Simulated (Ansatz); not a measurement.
# Te2Mo in Ansatz: the effect of Hubbard term

The system is Te2Mo, a slab with vacuum.

```
Te Mo
1.0
     3.56242    0.00000    0.00000
    -1.78121    3.08514    0.00000
     0.00000    0.00000   31.56327
Te Mo
6 3
Direct
  0.00000 0.00000 0.05676
  0.33333 0.66667 0.28899
  0.33333 0.66667 0.82440
  0.33333 0.66667 0.17560
  0.33333 0.66667 0.71101
  0.00000 0.00000 0.94324
  0.33333 0.66667 0.00000
  0.00000 0.00000 0.23231
  0.00000 0.00000 0.76769
```

Alike in all runs:

```yaml
Program: Ansatz 0.2.0
Task: single point
Functional: r2SCAN
Potentials_or_basis: Ansatz PAW
Cutoff: "500 eV (not typed: the program's choice for these potentials)"
k_mesh: 7 × 7 × 1
Occupations: fermi-dirac, width 0.05 eV
Spin: no spin polarisation
Hubbard_projectors: ortho-atomic (the default)
Double_counting: fll (the default)
```

Question: One run gave: gap on the mesh 1.28 eV; largest force 0.11 eV/Å. Which Hubbard term did it use?
A. Mo d U = 8 eV
B. Mo d U = 3 eV
C. Mo d U = 4 eV
D. Mo d U = 5 eV
E. Mo d U = 6 eV

Answer: A.

| Hubbard term | gap on the mesh (eV) | largest force (eV/Å) |
| --- | --- | --- |
| Mo d U = 3 eV | 1.25 | 0.08 |
| Mo d U = 4 eV | 1.24 | 0.10 |
| Mo d U = 5 eV | 1.15 | 0.13 |
| Mo d U = 6 eV | 0.93 | 0.20 |
| Mo d U = 8 eV | 1.28 | 0.11 |

Caveats: odd divisions of the mesh miss points on the zone boundary, where band edges often lie, so the gap on the mesh can be too wide; spin-orbit coupling is left out, which moves the levels of the heavy elements; the PAW data sets come from PBE, with cores solved anew for the run's functional, which leaves a small shift of forces and pressure; the U is typed as a test and isn't derived for this compound.

A k mesh can miss the band edges.
